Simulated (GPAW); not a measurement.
Crystal: Ga.

```
CELL_PARAMETERS angstrom
3.81696 -2.32663 0.00000
3.81696 2.32663 0.00000
0.00000 0.00000 4.48825
ATOMIC_POSITIONS crystal
Ga 0.66555 0.00969 0.25000
Ga 0.00969 0.66555 0.75000
Ga 0.33445 0.99031 0.75000
Ga 0.99031 0.33445 0.25000
```

This isn't the form of Ga at room conditions, which is orthorhombic.

Base run:

* Program: GPAW 26.7.0
* Functional: PBEsol
* Potentials or basis: PAW data sets generated in the run's folder for this functional
* Cutoff: 600 eV
* Basis: pw
* k mesh: 6 × 6 × 5
* Occupations: fermi-dirac, width 0.05 eV
* Spin: no spin polarisation

Its results: pressure 0.6 GPa; largest force 0.043 eV/Å.

Q: The run is repeated on the same cell with these changes: functional from PBEsol to LDA; potentials or basis from PAW data sets generated in the run's folder for this functional to the program's PAW data sets (release 1.2.1) made for this functional. What comes out?

A: Pressure -1.6 GPa; largest force 0.011 eV/Å.

Not every run made on this cell is shown here.
